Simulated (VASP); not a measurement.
# CdTe (F-43m) in VASP: further runs, part 2 of 2

VASP 6.6.1.

### Step 5. Relaxation of the atoms, PBE (a relaxed cell with its volume scaled by 0.98)

Input file INCAR:

```
PREC = Accurate
ENCUT = 300
EDIFF = 1E-7
ISMEAR = 0
SIGMA = 0.03
LREAL = False
LASPH = True
NELM = 80
ALGO = Normal
ISIF = 2
LWAVE = False
LCHARG = False
GGA = PE
IBRION = 2
NSW = 40
EDIFFG = -0.01
```

Input file KPOINTS:

```
Automatic mesh
0
Gamma
  4 4 4
```

Input file POSCAR:

```
CdTe                                    
1.0
   -0.0000000000      3.2950858195      3.2950858195
    3.2950858195      0.0000000000      3.2950858195
    3.2950858195      3.2950858195     -0.0000000000
  Cd              Te            
     1     1
Direct
     0.0000000000000000    0.0000000000000000    0.0000000000000000
     0.2500000000000000    0.2500000000000000    0.2500000000000000
```

Potentials or basis: VASP PAW PBE potentials, release 64 (Cd, Te).

Launch:

```bash
> cat potpaw_PBE.64/Cd/POTCAR potpaw_PBE.64/Te/POTCAR > POTCAR
> mpirun -np 1 vasp_std > vasp.out
```

OUTCAR:

```text
PREC = Accurate
   ENCUT = 300
   EDIFF = 1E-7
   ISMEAR = 0
   LREAL = False
   LASPH = True
   NELM = 80
   ISIF = 2
   GGA = PE
   IBRION = 2
   NSW = 40
   EDIFFG = -0.01

 ion  position               nearest neighbor table
   1  0.000  0.000  0.000-   2 2.85   2 2.85   2 2.85   2 2.85
   2  0.250  0.250  0.250-   1 2.85   1 2.85   1 2.85   1 2.85

  LATTYP: Found a face centered cubic cell.
 ALAT       =     6.5901716390

  Lattice vectors:

 A1 = (   0.0000000000,   3.2950858195,   3.2950858195)
 A2 = (   3.2950858195,   0.0000000000,   3.2950858195)
 A3 = (   3.2950858195,   3.2950858195,   0.0000000000)

Analysis of symmetry for initial positions (statically):
=====================================================================
 Subroutine PRICEL returns:
 Original cell was already a primitive cell.

 Routine SETGRP: Setting up the symmetry group for a
 face centered cubic supercell.

 Subroutine GETGRP returns: Found 24 space group operations
 (whereof 24 operations were pure point group operations)
 out of a pool of 48 trial point group operations.

The static configuration has the point symmetry T_d .

Analysis of symmetry for dynamics (positions and initial velocities):
=====================================================================
 Subroutine PRICEL returns:
 Original cell was already a primitive cell.

 Routine SETGRP: Setting up the symmetry group for a
 face centered cubic supercell.

 Subroutine GETGRP returns: Found 24 space group operations
 (whereof 24 operations were pure point group operations)
 out of a pool of 48 trial point group operations.

The dynamic configuration has the point symmetry T_d .

 Subroutine INISYM returns: Found 24 space group operations
 (whereof 24 operations are pure point group operations),
 and found     1 'primitive' translations

----------------------------------------------------------------------------------------

                                     Primitive cell
[... 105 lines left out ...]
 conjugate gradient relaxation of ions
 non-spin polarized calculation
 Gauss-broadening in eV      SIGMA  =   0.03
  energy-cutoff  :      300.00
  volume of cell :       71.55
 maximum number of plane-waves:       869
 NGX is ok and might be reduce to    28
   NGX = 13   NGY = 13   NGZ = 13

 number of electron      17.9999986 magnetization

 Free energy of the ion-electron system (eV)
  ---------------------------------------------------
  ext. energy  EPLUGINS =         0.00000000
  ---------------------------------------------------
  free energy    TOTEN  =        -4.75034533 eV

  energy without entropy =       -4.75034533  energy(sigma->0) =       -4.75034533

 E-fermi :   2.0846     XC(G=0):  -8.3509

 val. band max:        1.9345823820   @ k =   0.0000   0.0000   0.0000
 cond. band min:       2.5350537279   @ k =   0.0000   0.0000   0.0000
 fundamental gap:      0.6004713459
 Fermi energy:         2.0845562630

 k-point     1 :       0.0000    0.0000    0.0000
  band No.  band energies     occupation
      1      -8.9621      2.00000
      2      -6.2049      2.00000
      3      -6.2049      2.00000
      4      -6.2049      2.00000
      5      -5.9809      2.00000
      6      -5.9809      2.00000
      7       1.9346      2.00000
      8       1.9346      2.00000
      9       1.9346      2.00000
     10       2.5351      0.00000
     11       6.5441      0.00000
     12       6.5441      0.00000
     13       6.5441      0.00000
[... 98 lines left out ...]
  band No.  band energies     occupation
      1      -8.5039      2.00000
      2      -6.1002      2.00000
      3      -6.0930      2.00000
      4      -6.0057      2.00000
      5      -5.9795      2.00000
      6      -5.4729      2.00000
      7      -2.0354      2.00000
      8      -0.2037      2.00000
      9      -0.0671      2.00000
     10       5.9983      0.00000
     11       6.6204      0.00000
     12       7.4157      0.00000
     13       8.2412      0.00000

------------------------ aborting loop because EDIFF is reached ----------------------------------------

  FORCE on cell =-STRESS in cart. coord.  units (eV):
  Direction    XX          YY          ZZ          XY          YZ          ZX
  --------------------------------------------------------------------------------------
  -------------------------------------------------------------------------------------
  Total        0.3343799      0.3343799      0.3343799     -0.0000000     -0.0000000     -0.0000000
  in kB        7.4872189      7.4872189      7.4872189     -0.0000000     -0.0000000     -0.0000000
  external PRESSURE =       7.4872189 kB  Pullay stress =       0.0000000 kB

 VOLUME and BASIS-vectors are now :
 -----------------------------------------------------------------------------
  energy-cutoff  :      300.00
  volume of cell :       71.55
      direct lattice vectors                 reciprocal lattice vectors
     0.000000000  3.295085820  3.295085820    -0.151741116  0.151741116  0.151741116
     3.295085820  0.000000000  3.295085820     0.151741116 -0.151741116  0.151741116
     3.295085820  3.295085820  0.000000000     0.151741116  0.151741116 -0.151741116

 POSITION                                       TOTAL-FORCE (eV/Angst)
 -----------------------------------------------------------------------------------
      0.00000      0.00000      0.00000        -0.000000     -0.000000     -0.000000
      1.64754      1.64754      1.64754         0.000000      0.000000      0.000000
 -----------------------------------------------------------------------------------
    total drift:                               -0.000002     -0.000002     -0.000002

  FREE ENERGIE OF THE ION-ELECTRON SYSTEM (eV)
  ---------------------------------------------------
  free  energy   TOTEN  =        -4.7503453281 eV

  energy  without entropy=       -4.7503453281  energy(sigma->0) =       -4.75034533

 reached required accuracy - stopping structural energy minimisation
```

OSZICAR:

```text
N       E                     dE             d eps       ncg     rms          rms(c)
DAV:   1     0.692821209576E+02    0.69282E+02   -0.60101E+03   216   0.753E+02
DAV:   2    -0.250590075123E+01   -0.71788E+02   -0.69762E+02   263   0.220E+02
DAV:   3    -0.497377552818E+01   -0.24679E+01   -0.24650E+01   228   0.424E+01
DAV:   4    -0.500025295394E+01   -0.26477E-01   -0.26475E-01   307   0.369E+00
DAV:   5    -0.500030766256E+01   -0.54709E-04   -0.54709E-04   233   0.150E-01    0.524E+00
DAV:   6    -0.476824578852E+01    0.23206E+00   -0.46182E-01   228   0.816E+00    0.433E+00
DAV:   7    -0.474909680722E+01    0.19149E-01   -0.12560E-01   223   0.247E+00    0.168E+00
DAV:   8    -0.474985363937E+01   -0.75683E-03   -0.10645E-02   208   0.133E+00    0.495E-01
DAV:   9    -0.475022653392E+01   -0.37289E-03   -0.10670E-03   223   0.361E-01    0.107E-01
DAV:  10    -0.475029718839E+01   -0.70654E-04   -0.12581E-04   223   0.113E-01    0.521E-02
DAV:  11    -0.475034604480E+01   -0.48856E-04   -0.90152E-05   221   0.670E-02    0.319E-02
DAV:  12    -0.475034520473E+01    0.84007E-06   -0.30005E-06   233   0.157E-02    0.190E-02
DAV:  13    -0.475034507026E+01    0.13447E-06   -0.73353E-07   228   0.450E-03    0.100E-02
DAV:  14    -0.475034526473E+01   -0.19447E-06   -0.11529E-06   208   0.715E-03    0.594E-03
DAV:  15    -0.475034532813E+01   -0.63410E-07   -0.36642E-08   164   0.179E-03
   1 F= -.47503453E+01 E0= -.47503453E+01  d E =-.475035E+01
```

It took 9.9 s on 1 thread of Intel Xeon Platinum 8488C (Sapphire Rapids), shared host; peak memory 0.14 GiB.

What came out:

```
Free energy            : -4.7503 eV
Band gap on the k mesh : 0.60 eV, direct
```

Final structure:
```xyz
2
Lattice="0.0000 3.2951 3.2951 3.2951 0.0000 3.2951 3.2951 3.2951 0.0000" Properties=species:S:1:pos:R:3 pbc="T T T"
Cd    0.0000    0.0000    0.0000
Te    1.6475    1.6475    1.6475
```

Caveat: the cutoff is under 1.25 times the usual one of these potentials, so pressure, stress and relaxed cells hold a basis-set (Pulay) error; the relaxation stopped at its first step, so nothing moved; spin-orbit coupling is left out, which moves the levels of the heavy elements.

### Step 6. Relaxation of the atoms, PBE

This run uses another cell than the first one, of 36.51 Å³/atom, 1.009 times its volume.

INCAR is that of step 5.

KPOINTS is that of step 5.

Input file POSCAR:

```
CdTe                                    
1.0
   -0.0000000000      3.3173505882      3.3173505882
    3.3173505882      0.0000000000      3.3173505882
    3.3173505882      3.3173505882     -0.0000000000
  Cd              Te            
     1     1
Direct
     0.0000000000000000    0.0000000000000000    0.0000000000000000
     0.2500000000000000    0.2500000000000000    0.2500000000000000
```

Potentials or basis: VASP PAW PBE potentials, release 64 (Cd, Te).

Launch:

```bash
> cat potpaw_PBE.64/Cd/POTCAR potpaw_PBE.64/Te/POTCAR > POTCAR
> mpirun -np 1 vasp_std > vasp.out
```

OUTCAR:

```text
PREC = Accurate
   ENCUT = 300
   EDIFF = 1E-7
   ISMEAR = 0
   LREAL = False
   LASPH = True
   NELM = 80
   ISIF = 2
   GGA = PE
   IBRION = 2
   NSW = 40
   EDIFFG = -0.01

 ion  position               nearest neighbor table
   1  0.000  0.000  0.000-   2 2.87   2 2.87   2 2.87   2 2.87
   2  0.250  0.250  0.250-   1 2.87   1 2.87   1 2.87   1 2.87

  LATTYP: Found a face centered cubic cell.
 ALAT       =     6.6347011764

  Lattice vectors:

 A1 = (   0.0000000000,   3.3173505882,   3.3173505882)
 A2 = (   3.3173505882,   0.0000000000,   3.3173505882)
 A3 = (   3.3173505882,   3.3173505882,   0.0000000000)

Analysis of symmetry for initial positions (statically):
=====================================================================
 Subroutine PRICEL returns:
 Original cell was already a primitive cell.

 Routine SETGRP: Setting up the symmetry group for a
 face centered cubic supercell.

 Subroutine GETGRP returns: Found 24 space group operations
 (whereof 24 operations were pure point group operations)
[... 162 lines left out ...]
      4      -6.3182      2.00000
      5      -6.1074      2.00000
      6      -6.1074      2.00000
      7       1.7644      2.00000
      8       1.7644      2.00000
      9       1.7644      2.00000
     10       2.3047      0.00000
     11       6.3836      0.00000
     12       6.3836      0.00000
     13       6.3836      0.00000
[... 98 lines left out ...]
  band No.  band energies     occupation
      1      -8.5935      2.00000
      2      -6.2203      2.00000
      3      -6.2124      2.00000
      4      -6.1306      2.00000
      5      -6.1056      2.00000
      6      -5.6258      2.00000
      7      -2.1162      2.00000
      8      -0.2998      2.00000
      9      -0.1598      2.00000
     10       5.7552      0.00000
     11       6.4531      0.00000
     12       7.2177      0.00000
     13       8.0776      0.00000

------------------------ aborting loop because EDIFF is reached ----------------------------------------

  FORCE on cell =-STRESS in cart. coord.  units (eV):
  Direction    XX          YY          ZZ          XY          YZ          ZX
  --------------------------------------------------------------------------------------
  -------------------------------------------------------------------------------------
  Total        0.0041240      0.0041240      0.0041240      0.0000000      0.0000000      0.0000000
  in kB        0.0904951      0.0904951      0.0904951      0.0000000      0.0000000      0.0000000
  external PRESSURE =       0.0904951 kB  Pullay stress =       0.0000000 kB

 VOLUME and BASIS-vectors are now :
 -----------------------------------------------------------------------------
  energy-cutoff  :      300.00
  volume of cell :       73.01
      direct lattice vectors                 reciprocal lattice vectors
     0.000000000  3.317350588  3.317350588    -0.150722689  0.150722689  0.150722689
     3.317350588  0.000000000  3.317350588     0.150722689 -0.150722689  0.150722689
     3.317350588  3.317350588  0.000000000     0.150722689  0.150722689 -0.150722689

 POSITION                                       TOTAL-FORCE (eV/Angst)
 -----------------------------------------------------------------------------------
      0.00000      0.00000      0.00000         0.000000      0.000000      0.000000
      1.65868      1.65868      1.65868        -0.000000     -0.000000     -0.000000
 -----------------------------------------------------------------------------------
    total drift:                               -0.000002     -0.000002     -0.000002

  FREE ENERGIE OF THE ION-ELECTRON SYSTEM (eV)
  ---------------------------------------------------
  free  energy   TOTEN  =        -4.7539988512 eV

  energy  without entropy=       -4.7539988512  energy(sigma->0) =       -4.75399885

 reached required accuracy - stopping structural energy minimisation
```

OSZICAR:

```text
N       E                     dE             d eps       ncg     rms          rms(c)
DAV:   1     0.647655778628E+02    0.64766E+02   -0.63903E+03   224   0.758E+02
DAV:   2    -0.278005532665E+01   -0.67546E+02   -0.65241E+02   248   0.215E+02
DAV:   3    -0.498074713131E+01   -0.22007E+01   -0.21979E+01   243   0.394E+01
DAV:   4    -0.500651316462E+01   -0.25766E-01   -0.25765E-01   302   0.348E+00
DAV:   5    -0.500657410291E+01   -0.60938E-04   -0.60938E-04   238   0.149E-01    0.505E+00
DAV:   6    -0.477178353982E+01    0.23479E+00   -0.46465E-01   228   0.804E+00    0.420E+00
DAV:   7    -0.475273454149E+01    0.19049E-01   -0.12341E-01   228   0.243E+00    0.165E+00
DAV:   8    -0.475350070366E+01   -0.76616E-03   -0.10302E-02   218   0.130E+00    0.482E-01
DAV:   9    -0.475387972721E+01   -0.37902E-03   -0.10815E-03   218   0.356E-01    0.100E-01
DAV:  10    -0.475394925048E+01   -0.69523E-04   -0.12210E-04   218   0.112E-01    0.516E-02
DAV:  11    -0.475399954100E+01   -0.50291E-04   -0.92208E-05   216   0.658E-02    0.323E-02
DAV:  12    -0.475399875337E+01    0.78762E-06   -0.29586E-06   233   0.149E-02    0.193E-02
DAV:  13    -0.475399863497E+01    0.11841E-06   -0.60001E-07   233   0.402E-03    0.118E-02
DAV:  14    -0.475399879340E+01   -0.15843E-06   -0.12391E-06   208   0.725E-03    0.583E-03
DAV:  15    -0.475399885117E+01   -0.57772E-07   -0.46024E-08   159   0.197E-03
   1 F= -.47539989E+01 E0= -.47539989E+01  d E =-.475400E+01
```

CONTCAR:

```text
CdTe
   1.00000000000000
     0.0000000000000000    3.3173505882000001    3.3173505882000001
     3.3173505882000001    0.0000000000000000    3.3173505882000001
     3.3173505882000001    3.3173505882000001    0.0000000000000000
  Cd              Te
     1     1
Direct
     0.0000000000000000    0.0000000000000000    0.0000000000000000
     0.2500000000000000    0.2500000000000000    0.2500000000000000

  0.00000000E+00  0.00000000E+00  0.00000000E+00
  0.00000000E+00  0.00000000E+00  0.00000000E+00
```

Run time: 8.6 s. Hardware: 1 thread of Intel Xeon Platinum 8488C (Sapphire Rapids), shared host; peak memory 0.15 GiB.

What came out:

- Free energy: -4.7540 eV
- Band gap on the k mesh: 0.54 eV, direct

Final structure:
```cif
data_structure
_symmetry_space_group_name_H-M 'P 1'
_symmetry_Int_Tables_number 1
_cell_length_a 4.6914
_cell_length_b 4.6914
_cell_length_c 4.6914
_cell_angle_alpha 60.000
_cell_angle_beta 60.000
_cell_angle_gamma 60.000
_cell_volume 73.01
loop_
_atom_site_label
_atom_site_type_symbol
_atom_site_fract_x
_atom_site_fract_y
_atom_site_fract_z
_atom_site_occupancy
Cd1 Cd 0.00000 0.00000 0.00000 1
Te1 Te 0.25000 0.25000 0.25000 1
```

Levels at points of the mesh, in eV from the valence-band top:
| k point | band 7 | band 8 | band 9 | band 10 | band 11 | band 12 |
| --- | --- | --- | --- | --- | --- | --- |
| (0.00, 0.00, 0.00) | 0.00 | 0.00 | 0.00 | 0.54 | 4.62 | 4.62 |
| (0.50, 0.00, 0.00) | -4.06 | -0.68 | -0.68 | 1.73 | 5.19 | 5.19 |
| (0.50, 0.50, 0.00) | -4.00 | -1.64 | -1.64 | 2.65 | 2.74 | 8.47 |

Caveat: the cutoff is under 1.25 times the usual one of these potentials, so pressure, stress and relaxed cells hold a basis-set (Pulay) error; the relaxation stopped at its first step, so nothing moved; spin-orbit coupling is left out, which moves the levels of the heavy elements.

### Step 7. Overview

| cell | gap on the mesh (eV) |
| --- | --- |
| atoms relaxed from: a relaxed cell with its volume scaled by 0.94 | 0.73 |
| atoms relaxed from: a relaxed cell with its volume scaled by 0.96 | 0.66 |
| atoms relaxed from: a relaxed cell with its volume scaled by 0.98 | 0.60 |
| atoms relaxed | 0.54 |

Alike in all rows: task relaxation of the atoms; level PBE; potentials or basis VASP PAW PBE potentials, release 64 (Cd, Te); no spin polarisation; k mesh 4 × 4 × 4; cutoff (eV) 300; smearing gaussian 0.03 eV.

Caveats: the cutoff is under 1.25 times the usual one of these potentials, so pressure, stress and relaxed cells hold a basis-set (Pulay) error; the relaxation stopped at its first step, so nothing moved; spin-orbit coupling is left out, which moves the levels of the heavy elements.

Absolute energies hang on the potentials; compare differences alone.

### Step 8. How close it comes

Step 6. A measured gap of CdTe is 1.607 eV (0 K; a printed reference work, data compilation); the calculated 0.54 eV misses it by -1.07 eV. So large a miss can be the level of theory's own, or it may mean another phase, state or a wrong row. Spin-orbit coupling on Cd, Te is left out. The value is that of PBE, without temperature or zero-point motion. Semilocal functionals fall short of measured gaps as a rule.
